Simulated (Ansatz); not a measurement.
**Te2Mo: a single-point run**

Wanted: field gradients for Te2Mo.

Method: Kohn-Sham DFT, with the functional, basis and potentials that each input names, in Ansatz 0.2.0.

### 1 The structure to begin with

Symmetry: Pm, No. 6, monoclinic system. Conventional cell: a = 6.346 Å, b = 3.494 Å, c = 14.866 Å, α = 90.00°, β = 92.12°, γ = 90.00°. Around Te (site symmetry m) lie 3 Mo at 2.82 to 2.84 Å. Te (site symmetry m) is surrounded by 3 Mo at 2.70 to 2.71 Å. Only part of the 12 independent sites is listed.

Structure file:

```xyz
12
Lattice="6.3464 0.0000 0.0000 0.0000 3.4942 0.0000 -0.5490 0.0000 14.8562" Properties=species:S:1:pos:R:3 pbc="T T T"
Te    2.1666    0.0000   13.3877
Te    3.6338    1.7471    1.4641
Te    5.2987    1.7471   12.8023
Te    0.5021    0.0000    2.0490
Te    2.3947    1.7471    9.4823
Te    3.4010    0.0000    5.3789
Te    5.6131    0.0000    8.8977
Te    0.1800    1.7471    5.9631
Mo    4.6525    0.0000   14.7535
Mo    1.1482    1.7471    0.0970
Mo    4.0433    1.7471    7.3318
Mo    1.7506    0.0000    7.5295
```

### 2 Running it

input.yaml

```yaml
crystal:
  lattice:
    - [6.3464495577, 0.0, 0.0]
    - [0.0, 3.49421554, 0.0]
    - [-0.5490254083, 0.0, 14.8561586148]
  atoms:
    - { symbol: Te, position: [0.41934698, 0.0, 0.90115399] }
    - { symbol: Te, position: [0.58109276, 0.5, 0.09854983] }
    - { symbol: Te, position: [0.90945389, 0.5, 0.86175202] }
    - { symbol: Te, position: [0.09104745, 0.0, 0.13792275] }
    - { symbol: Te, position: [0.43253951, 0.5, 0.63827401] }
    - { symbol: Te, position: [0.56720469, 0.0, 0.36206281] }
    - { symbol: Te, position: [0.93626097, 0.0, 0.59892358] }
    - { symbol: Te, position: [0.06308657, 0.5, 0.40139181] }
    - { symbol: Mo, position: [0.81900395, 0.0, 0.99308972] }
    - { symbol: Mo, position: [0.1814915, 0.5, 0.00653163] }
    - { symbol: Mo, position: [0.6797845, 0.5, 0.49352002] }
    - { symbol: Mo, position: [0.31968622, 0.0, 0.50682682] }
kpoints:
  mp_grid: { grid: [5, 9, 3] }
scf:
  occupations: { method: fermi_dirac, width: 0.05 }
  max_iter: 80
hamiltonian:
  xc: pbe
  pseudopotentialss: { kind: paw, frozen_core: stored }
output:
  forces: true
  stress: true
  populations: true
  efg: { quadrupole_moments_barn: { Mo: -0.022 } }
```

The run is started by

```bash
ansatz run input.yaml --threads 1 --pin off --max-ram 3072MiB --backend cpu --events-out ev --progress --plain --runs-dir out
```

The log of the run:

```text
Error: YAML parse error: error: line 26 column 3: unknown field `pseudopotentialss`, expected one of xc, dispersion, noncollinear_xc, pseudopotentials, hubbard, deformation_potential_offset, integrals
  --> <input>:26:3
   |
24 | hamiltonian:
25 |   xc: pbe
26 |   pseudopotentialss: { kind: paw, frozen_core: stored }
   |   ^ unknown field `pseudopotentialss`, expected one of xc, dispersion, noncollinear_xc, pseudopotentials, hubbard, deformation_potential_offset, integrals
27 | output:
28 |   forces: true
   |
```

Run time: 0.03 s. Hardware: 1 thread of Intel Xeon 6975P-C (Granite Rapids), shared host; peak memory 0.027 GiB.

### 3 Diagnosis

The run ended at the input check. The line that matters: «line 26 column 3: unknown field `pseudopotentialss`, expected one of xc, dispersion, noncollinear_xc, pseudopotentials, hubbard, deformation_potential_offset, ...»

The suspect setting: hamiltonian.pseudopotentialss.kind is paw; hamiltonian.pseudopotentialss.frozen_core is stored; hamiltonian.pseudopotentials.kind is missing; hamiltonian.pseudopotentials.frozen_core is missing. The parser met a name that isn't among its keywords: a slip in spelling.

The cure: correct the name of the key.

### 4 Second try

Besides the cure, the input differs in scf.max_iter.

input.yaml: that of step 2 with these lines changed.

```diff
@@ -22,6 +22,5 @@
   occupations: { method: fermi_dirac, width: 0.05 }
-  max_iter: 80
 hamiltonian:
   xc: pbe
-  pseudopotentialss: { kind: paw, frozen_core: stored }
+  pseudopotentials: { kind: paw, frozen_core: stored }
 output:
```

The run is started by

```bash
ansatz run input.yaml --threads 1 --pin off --max-ram 3072MiB --backend cpu --events-out ev --progress --plain --runs-dir out
```

The main lines of its log:

```text
[...]
Basis set: ecut = 420 eV, 6429 PW (Γ), exchange–correlation on 90×48×200 points (8 copies of the dense FFT grid, shifted against one another)
[...]
k-points: 40 of 135 (time reversal used)
[...]
SCF iter   1: F=—  HF=-75666.773673 eV  |F-HF|=—  |Δ(HF+E_count)|=         —  Δρ=5.24e-3  dr2=1.53e-1  ethr=1.77e-3  ⟨swp⟩=6.1  Hψ=16318  notcnv=0  defer=54
preconditioner: auto → LDOS  [metal: Δε(μ)=0.004 eV  Ē_g=7.114 eV  σ=0.050 eV  W_gap=0.02  n_scr=92 (ndim 8)  ℏωp=17.4 eV  f_vac=0.086  D(μ)=2.82/eV (n_scr^D=10)  β→1.0]
SCF iter   2: F=—  HF=-75666.848477 eV  |F-HF|=—  |Δ(HF+E_count)|=   7.48e-2  Δρ=7.01e-3  dr2=6.55e-1  ethr=8.34e-5  ⟨swp⟩=3.0  Hψ=7192  notcnv=0  defer=345
[...]
SCF iter   7: F=—  HF=-75666.780657 eV  |F-HF|=—  |Δ(HF+E_count)|=   3.82e-7  Δρ=5.60e-6  dr2=2.22e-7  ethr=5.43e-11  ⟨swp⟩=11.9  Hψ=20894  notcnv=0
SCF iter   8: F=-75666.780657 eV  HF=-75666.780657 eV  |F-HF|=4.63e-9  |Δ(HF+E_count)|=   3.31e-8  Δρ=1.78e-6  dr2=1.16e-8  ethr=5.43e-11  ⟨swp⟩=4.5  Hψ=13271  notcnv=0
[...]
SCF converged after 8 iterations
Free energy (F): -75666.780657 eV
[...]
E sigma→0 (E₀):  -75666.767977 eV
[...]
Fermi energy:    11.078913 eV
[...]
  P = ⅓ Tr σ = 0.7003 GPa (7.003 kbar)
[...]
```

It took 2.3 min on 1 thread of Intel Xeon 6975P-C (Granite Rapids), shared host; peak memory 1.2 GiB.

Site by site (atoms counted from 1):

| site | atoms | first shell | V_zz (10²¹ V/m²) | η | C_Q (MHz) |
| --- | --- | --- | --- | --- | --- |
| Te1 | 1 | 3 Mo at 2.82–2.84 Å | 24.2 | 0.82 | – |
| Te2 | 2 | 3 Mo at 2.82–2.84 Å | 24.2 | 0.83 | – |
| Te3 | 3, 4 | 3 Mo at 2.70–2.71 Å | -18.11 | 0.54 | – |
| Te5 | 5, 6 | 3 Mo at 2.70–2.71 Å | -17.95 | 0.55 | – |
| Te7 | 7 | 3 Mo at 2.82–2.84 Å | 24.1 | 0.82 | – |
| Te8 | 8 | 3 Mo at 2.82–2.84 Å | 24.2 | 0.83 | – |
| Mo9 | 9, 10 | 6 Te at 2.70–2.84 Å, 2 Mo at 2.89 Å | -7.06 | 0.95 | 3.76 (⁹⁵Mo) |
| Mo11 | 11 | 6 Te at 2.70–2.84 Å, 2 Mo at 2.89 Å | -7.08 | 0.94 | 3.77 (⁹⁵Mo) |
| Mo12 | 12 | 6 Te at 2.70–2.84 Å, 2 Mo at 2.89 Å | -7.05 | 0.94 | 3.75 (⁹⁵Mo) |

C_Q = eQV_zz/h, which is 24.18 MHz for Q = 1 b and V_zz = 10²¹ V/m²; η = (V_xx − V_yy)/V_zz. Q values from Pyykkö, Mol. Phys. 116, 1328 (2018). A dash under C_Q marks elements without a common quadrupolar isotope.

### 5 What came out

| quantity | value |
| --- | --- |
| first try | refused |
| cause | a misspelt key |
| second try | converged, 8 SCF cycles |
| energy (zero set by the potentials) | -75666.7807 eV |
| pressure | 0.70 GPa |
| gap on the mesh | none (metal on this mesh) |
| largest force | 0.210 eV/Å |
| largest V_zz in size | 24.2 × 10²¹ V/m² at Te2 |

What this shows: With the input mended the run converges in 8 SCF cycles. The largest force in the second run is 0.210 eV/Å, so the atoms are not at their relaxed places.
